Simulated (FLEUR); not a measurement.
# Cu (P6_3/mmc) in FLEUR: further runs

One crystal, Cu, is run at these levels: PBEsol; tasks: single point.

All numbers are computed with FLEUR MaX-R8.1 (later development tree); they aren't measurements. Logs are shortened: lines on timing, memory, paths and dates and some standing lists are left out, and cuts for length are marked.

**1. The crystal as given**

Symmetry: P6_3/mmc, No. 194, hexagonal system. Conventional cell: a = 2.616 Å, b = 2.616 Å, c = 4.245 Å, α = 90.00°, β = 90.00°, γ = 120.00°. Cu (site symmetry -6m2) has 12 Cu at 2.61 to 2.62 Å as nearest neighbours.

This isn't the form of Cu at room conditions, which is fcc.

**2. Single point, PBEsol**

The input, inp.xml:

```xml
<?xml version="1.0" encoding="UTF-8" standalone="no"?>
<fleurInput fleurInputVersion="0.39">
   <comment>
      Cu                                                                                                  
   </comment>
   <calculationSetup>
      <cutoffs Kmax="4.83" Gmax="15.0" GmaxXC="15.0" numbands="0"/>
      <scfLoop itmax="60" minDistance="0.00001" maxIterBroyd="15" imix="Anderson" alpha="0.05" precondParam="0.0" spinf="2.0" sdNocoIR="T"/>
      <coreElectrons ctail="T" frcor="F" kcrel="0" coretail_lmax="0"/>
      <xcFunctional name="PBEs" relativisticCorrections="F"/>
      <magnetism jspins="1"/>
      <soc l_soc="F" theta="0.0" phi="0.0" spav="F"/>
      <expertModes spex="0" secvar="F"/>
      <geometryOptimization l_f="F" forcealpha="1.0" forcemix="BFGS" epsdisp="0.00001" epsforce="0.00001"/>
      <ldaU l_linMix="F" mixParam="0.05" spinf="1.0"/>
   </calculationSetup>
   <cell>
      <bzIntegration valenceElectrons="38.0" mode="hist" fermiSmearingEnergy="0.00183747">
         <kPointListSelection listName="default-1"/>
         <!-- k-points included here -->
         <xi:include xmlns:xi="http://www.w3.org/2001/XInclude" href="kpts.xml"> </xi:include>
      </bzIntegration>
      <!-- symmetry operations included here -->
      <xi:include xmlns:xi="http://www.w3.org/2001/XInclude" href="sym.xml"> </xi:include>
      <bulkLattice scale="1.0">
         <bravaisMatrix>
            <row-1>    4.9433300394786466     0.0000000000000000     0.0000000000000000</row-1>
            <row-2>   -2.4716650196448371     4.2810493934599316     0.0000000000000000</row-2>
            <row-3>    0.0000000000000000     0.0000000000000000     8.0225020639074529</row-3>
         </bravaisMatrix>
      </bulkLattice>
   </cell>
   <atomSpecies>
      <species name="Copper (Cu)" element="Cu" atomicNumber="29">
         <mtSphere radius="2.03" gridPoints="753" logIncrement="0.016"/>
         <atomicCutoffs lmax="9" lnonsphr="9"/>
         <electronConfig flipSpins="F">
            <coreConfig>(1s1/2) (2s1/2) (2p1/2) (2p3/2)</coreConfig>
            <valenceConfig>(3s1/2) (3p1/2) (3p3/2) (4s1/2) (3d3/2) (3d5/2)</valenceConfig>
            <stateOccupation state="(4s1/2)" spinUp="0.500000" spinDown="0.500000"/>
         </electronConfig>
         <energyParameters s="4" p="4" d="3" f="4"/>
         <lo type="SCLO" l="0" n="3" eDeriv="0"/>
         <lo type="SCLO" l="1" n="3" eDeriv="0"/>
         <lo type="SCLO" l="1" n="3" eDeriv="1"/>
         <lo type="SCLO" l="2" n="3" eDeriv="2"/>
         <lo type="SCLO" l="3" n="4" eDeriv="2"/>
      </species>
   </atomSpecies>
   <atomGroups>
      <atomGroup species="Copper (Cu)">
         <relPos label="                   1">-1.000/3.000 1.000/3.000 -1.000/4.000</relPos>
         <relPos label="                   2">1.000/3.000 -1.000/3.000 1.000/4.000</relPos>
         <force calculate="T" relaxXYZ="TTT"/>
      </atomGroup>
   </atomGroups>
   <output dos="F" band="F" slice="F">
      <checks vchk="F" cdinf="F"/>
      <bandDOS minEnergy="-.5*Htr" maxEnergy="0.5*Htr" sigma="0.015" storeEVData="T"/>
      <vacuumDOS vacdos="F" integ="F" star="F" nstars="0" locx1="0.0" locy1="0.0" locx2="0.0" locy2="0.0" nstm="0" tworkf="0.0"/>
      <unfoldingBand unfoldBand="F" supercellX="1" supercellY="1" supercellZ="1"/>
      <plotting iplot="0" polar="F">
         <plot TwoD="T" vec1="  1.0  0.0  0.0" vec2="  0.0  1.0  0.0" vec3="  0.0  0.0  1.0" zero="  0.0  0.0  0.0" file="plot"/>
      </plotting>
      <chargeDensitySlicing numkpt="0" minEigenval="0.0" maxEigenval="0.0" nnne="0" pallst="F"/>
      <specialOutput eonly="F"/>
      <moessbauerParams electricFieldGradient="T" isomerShift="T" coreHyperfine="T" valenceHyperfine="T"/>
      <magneticCircularDichroism mcd="F" energyLo="-10.0" energyUp="0.0"/>
   </output>
  <!-- We include the file relax.xml here to enable relaxations (see documentation) -->
  <xi:include xmlns:xi="http://www.w3.org/2001/XInclude" href="relax.xml"> <xi:fallback/> </xi:include>
</fleurInput>
```

The input, crystal.txt:

```
Cu
&input cartesian=F /
2.6158976029  0.0000000000  0.0000000000
-1.3079488014  2.2654337778  0.0000000000
0.0000000000  0.0000000000  4.2453252667
1.8897261246
1.0 1.0 1.0

2
29 0.6666666666  0.3333333332  0.7500000000
29 0.3333333332  0.6666666666  0.2500000000

&kpt div1=12 div2=12 div3=7 gamma=T /
```

Potentials or basis: all-electron, FLAPW.

Started as:

```
> inpgen -f crystal.txt -profile fastHighL
> # inp.xml edited to the form shown
> fleur_MPI
```

The log of the run:

```text
Welcome to FLEUR        (www.flapw.de)
      MaX-Release 8.1          (www.max-centre.eu)

 ========== k-point set info ==========
 Selected k-point list: default-1
 k-point list type: mesh
 12 x 12 x 7
 Number of k points: 76

 ------------Calculation Setup---------------------------
 Number of MPI-tasks      :            1
 Number of PE/node        :            1
 Number of OMP-threads    :            1
 Most efficient MPI parallelization for:
           1           2           4          19          38          76
 Additional eigenvalue parallelization possible
 Number of basis functions:          409
 Approximate size of matrices (H+S) per k-point:         0.002 GB
 --------------------------------------------------------
 Iteration:     1   Distance:      37.19744183 me/bohr^3
 Iteration:     2   Distance:      26.92242976 me/bohr^3
 Iteration:     3   Distance:       7.04675570 me/bohr^3
 Iteration:     4   Distance:       2.65216180 me/bohr^3
 Iteration:     5   Distance:       1.13140256 me/bohr^3
 Iteration:     6   Distance:       1.05790380 me/bohr^3
 Iteration:     7   Distance:       0.30448753 me/bohr^3
 Iteration:     8   Distance:       0.37723559 me/bohr^3
 Iteration:     9   Distance:       0.00967353 me/bohr^3
 Iteration:    10   Distance:       0.00500436 me/bohr^3
 Iteration:    11   Distance:       0.00130044 me/bohr^3
 Iteration:    12   Distance:       0.00004720 me/bohr^3
 Iteration:    13   Distance:       0.00005783 me/bohr^3
 Iteration:    14   Distance:       0.00000226 me/bohr^3

 ********************************************************************
 Run finished successfully
 Stop message:
   all done
 ********************************************************************
```

out.xml (last iteration):

```text
<iteration numberForCurrentRun="   14" overallNumber="   14">
         <energyParameters units="Htr">
            <atomicEP atomType="1" spin="1" branch="4s" branchLowest="-3.80" branchHighest="2.27" value="0.1372430908"/>
            <atomicEP atomType="1" spin="1" branch="4p" branchLowest="-2.23" branchHighest="2.98" value="0.2817732050"/>
            <atomicEP atomType="1" spin="1" branch="3d" branchLowest="-9.99" branchHighest="0.35" value="0.2088756981"/>
            <atomicEP atomType="1" spin="1" branch="4f" branchLowest="-9.99" branchHighest="4.41" value="0.6044902632"/>
            <loAtomicEP atomType="1" spin="1" branch="3s" branchLowest="-38.62" branchHighest="-3.80" value="-3.8119178092"/>
            <loAtomicEP atomType="1" spin="1" branch="3p" branchLowest="-33.28" branchHighest="-2.23" value="-2.2521827102"/>
            <loAtomicEP atomType="1" spin="1" branch="3p" branchLowest="-33.28" branchHighest="-2.23" value="-2.2521827102"/>
            <loAtomicEP atomType="1" spin="1" branch="3d" branchLowest="-9.99" branchHighest="0.35" value="0.2057008348"/>
            <loAtomicEP atomType="1" spin="1" branch="4f" branchLowest="-9.99" branchHighest="4.41" value="0.6044929063"/>
         </energyParameters>
         <eigenvalues>
            <eigenvaluesAt spin="1" ikpt="1" k_x="0.00000000" k_y="0.00000000" k_z="0.00000000">
                      -3.8122766223       -3.8118836574       -2.2530267883       -2.2500858798       -2.2500858798
                      -2.2498516815       -2.2495914356       -2.2495914356       -0.0226772272        0.1324724869
                       0.2041949430        0.2058333239        0.2058333239        0.2129772157        0.2129772157
                       0.2217414957        0.2217414957        0.2476218880        0.2476218880        0.2757338473
                       0.4359198218        1.0627692130        1.0627692131        1.0689078617        1.1272372660
                       1.1272372660        1.1572719599        1.1723645745        1.3057605664        1.3449930652
            </eigenvaluesAt>
            <eigenvaluesAt spin="1" ikpt="2" k_x="0.00000000" k_y="0.00000000" k_z="0.14285714">
                      -3.8122572596       -3.8119031705       -2.2528708007       -2.2500613166       -2.2500613166
                      -2.2500108575       -2.2496161995       -2.2496161995       -0.0160881211        0.1279965341
                       0.2029495681        0.2046321380        0.2046321380        0.2117216284        0.2117216284
                       0.2246010060        0.2246010060        0.2472807303        0.2472807303        0.2473539633
                       0.4816589321        1.0694221614        1.0694221614        1.0700198314        1.0795431808
                       1.1302061177        1.1302061177        1.1478607164        1.3112278962        1.3112278962
            </eigenvaluesAt>
            <eigenvaluesAt spin="1" ikpt="3" k_x="0.00000000" k_y="0.00000000" k_z="0.28571429">
                      -3.8122027381       -3.8119576003       -2.2524300442       -2.2504526139       -2.2499921545
                      -2.2499921545       -2.2496845184       -2.2496845184        0.0033225432        0.1089250388
                       0.1997884450        0.2031787225        0.2031787225        0.2087053061        0.2087053061
                       0.2109321563        0.2307185904        0.2307185904        0.2458132543        0.2458132543
                       0.5754799449        0.9446844813        1.0748323177        1.0886371677        1.0886371678
                       1.1262227071        1.1374072814        1.1374072814        1.2644511915        1.2644511915
            </eigenvaluesAt>
            <eigenvaluesAt spin="1" ikpt="4" k_x="0.00000000" k_y="0.00000000" k_z="0.42857143">
                      -3.8121241369       -3.8120364748       -2.2517959255       -2.2510909446       -2.2498928960
                      -2.2498928960       -2.2497848568       -2.2497848568        0.0342049569        0.0728307551
                       0.1964608477        0.1970050578        0.2033905340        0.2033905340        0.2054648748
                       0.2054648748        0.2371876191        0.2371876191        0.2424718198        0.2424718198
                       0.6881230041        0.8123750946        1.0854989727        1.1032598760        1.1166611024
                       1.1166611024        1.1384988889        1.1384988889        1.2257262903        1.2257262903
            </eigenvaluesAt>
         </eigenvalues>
         <bandgap value="0.0054602847" units="eV"/>
         <sumValenceSingleParticleEnergies value="-37.7938873765" units="Htr"/>
         <FermiEnergy value="0.3050563990" units="Htr"/>
         <valenceDensity>
            <mtCharges spin="1">
               <mtCharge atomType="1" total="17.3846752" s="2.2937429" p="6.1888511" d="8.8950241" f="0.0058501"/>
            </mtCharges>
            <spinDependentCharge spin="1" total="38.0000000" interstitial="3.2306495" mtSpheres="34.7693505"/>
            <totalCharge value="38.0000000000"/>
         </valenceDensity>
         <coreStates atomType="     1" atomicNumber=" 29" spin="1" kinEnergy="   1461.9989747668" eigValSum="   -925.9858269099" lostElectrons=" 0.000000">
            <state n="1" l="0" j="0.5" energy="-324.5045229045" weight="1.0000000000"/>
            <state n="2" l="0" j="0.5" energy="-38.6167908203" weight="1.0000000000"/>
            <state n="2" l="1" j="0.5" energy="-33.7919026957" weight="1.0000000000"/>
            <state n="2" l="1" j="1.5" energy="-33.0398485173" weight="2.0000000000"/>
         </coreStates>
         <allElectronCharges>
            <spinDependentCharge spin="1" total="58.0000000" interstitial="3.2306495" mtSpheres="54.7693505"/>
            <totalCharge value="58.0000000003"/>
         </allElectronCharges>
         <moessbauerParams unitsHFF="kG" unitsIS="e/bohr^3" unitsEFG="Htr/bohr^2">
            <coreIsomerShift atomType="1" isTotal="21966.80186">
               <shell n="1" l="0" isomerShift="20004.76248"/>
               <shell n="2" l="0" isomerShift="1948.34668"/>
               <shell n="2" l="1" isomerShift="13.69270"/>
            </coreIsomerShift>
            <isomerShift atomType="1" nucleusRadius="0.0000943" averageDensity="22262.34038"/>
            <electricFieldGradient atomType="1" VXX="-0.01679" VYY="-0.01679" VZZ="0.03359" asymParam="0.00000">
            </electricFieldGradient>
         </moessbauerParams>
         <totalEnergy                                    value="    -3307.3848842509" units="Htr">
            <sumOfEigenvalues                            value="    -1889.7655411963">
               <coreElectrons value="-1851.9716538198"/>
               <valenceElectrons value="-37.7938873765"/>
            </sumOfEigenvalues>
            <densityCoulombPotentialIntegral value="-5079.5905319164"/>
            <densityEffectivePotentialIntegral value="-5253.2868596368"/>
            <chargeDenXCDenIntegral value="-132.5068797825"/>
            <FockExchangeEnergyValence value="0.0000000000"/>
            <FockExchangeEnergyCore value="0.0000000000"/>
            <atomTypeDependentContributions atomType="1">
               <electronNucleiInteractionDifferentMTs value="3968.4769068980"/>
               <MadelungTerm value="-30.1271500526"/>
            </atomTypeDependentContributions>
            <tkbTimesEntropy value="0.0003249382"/>
            <freeEnergy value="-3307.3852091891"/>
            <extrapolationTo0K value="-3307.3850467200"/>
         </totalEnergy>
         <densityConvergence units="me/bohr^3">
            <chargeDensity spin="1" distance="0.0000022585"/>
         </densityConvergence>
      </iteration>
```

It took 62 s on 1 thread of Intel Xeon Platinum 8488C (Sapphire Rapids), shared host; peak memory 0.07 GiB.

What came out:

* Free energy: -89998.5364 eV
* Band gap on the k mesh: none (metal or under the smearing width)
* Valence electrons inside the program's atomic spheres: Cu 17.38 (radii Cu 2.03 bohr)

Levels at points of the mesh, in eV from the Fermi level:
```
           k point  band 16  band 17  band 18  band 19  band 20  band 21  band 22  band 23
(0.00, 0.00, 0.00)    -2.27    -2.27    -1.56    -1.56    -0.80     3.56    20.62    20.62
(0.00, 0.50, 0.00)    -1.48    -1.43    -1.39     0.04     1.44     7.49     7.78    10.35
```

Core levels (eV from the Fermi level):
| atom | levels |
| --- | --- |
| 1 Cu | 1s1/2 -8838.5, 2s1/2 -1059.1, 2p1/2 -927.8, 2p3/2 -907.4 |
| 2 Cu | 1s1/2 -8838.5, 2s1/2 -1059.1, 2p1/2 -927.8, 2p3/2 -907.4 |

**3. Single point, PBEsol**

This run uses another cell than the first one, of 12.01 Å³/atom, 0.955 times its volume.

inp.xml, as its differences from that of step 2:

```diff
@@ -26,5 +26,5 @@
          <bravaisMatrix>
-            <row-1>    4.9433300394786466     0.0000000000000000     0.0000000000000000</row-1>
-            <row-2>   -2.4716650196448371     4.2810493934599316     0.0000000000000000</row-2>
-            <row-3>    0.0000000000000000     0.0000000000000000     8.0225020639074529</row-3>
+            <row-1>    4.8672667112208670     0.0000000000000000     0.0000000000000000</row-1>
+            <row-2>   -2.4336333556104335     4.2151766189312596     0.0000000000000000</row-2>
+            <row-3>    0.0000000000000000     0.0000000000000000     7.8990593232655399</row-3>
          </bravaisMatrix>
@@ -34,3 +34,3 @@
       <species name="Copper (Cu)" element="Cu" atomicNumber="29">
-         <mtSphere radius="2.03" gridPoints="753" logIncrement="0.016"/>
+         <mtSphere radius="2.03" gridPoints="741" logIncrement="0.017"/>
          <atomicCutoffs lmax="9" lnonsphr="9"/>
```

The input, crystal.txt:

```
Cu
&input cartesian=F /
2.5756466230  0.0000000000  0.0000000000
-1.2878233115  2.2305754067  0.0000000000
0.0000000000  0.0000000000  4.1800021815
1.8897261246
1.0 1.0 1.0

2
29 0.6666666666  0.3333333332  0.7500000000
29 0.3333333332  0.6666666666  0.2500000000

&kpt div1=12 div2=12 div3=7 gamma=T /
```

Potentials or basis: all-electron, FLAPW.

Started as:

```
> inpgen -f crystal.txt -profile fastHighL
> # inp.xml edited to the form shown
> fleur_MPI
```

Run time: 55 s. Hardware: 1 thread of Intel Xeon Platinum 8488C (Sapphire Rapids), shared host; peak memory 0.07 GiB.

The run converged. Its results:

| Quantity | Value |
| --- | --- |
| Free energy | -89998.6148 eV |
| Band gap on the k mesh | none (metal or under the smearing width) |
| Valence electrons inside the program's atomic spheres | Cu 17.41 (radii Cu 2.03 bohr) |

Levels at points of the mesh, in eV from the Fermi level:
```tsv
k point	band 16	band 17	band 18	band 19	band 20	band 21	band 22	band 23
(0.00, 0.00, 0.00)	-2.37	-2.37	-1.61	-1.61	-0.93	3.79	21.16	21.31
(0.00, 0.50, 0.00)	-1.53	-1.47	-1.43	0.04	1.53	7.70	8.04	10.63
```

Core levels (eV from the Fermi level):
```tsv
atom	levels
1 Cu	1s1/2 -8838.6, 2s1/2 -1059.2, 2p1/2 -927.9, 2p3/2 -907.5
2 Cu	1s1/2 -8838.6, 2s1/2 -1059.2, 2p1/2 -927.9, 2p3/2 -907.5
```
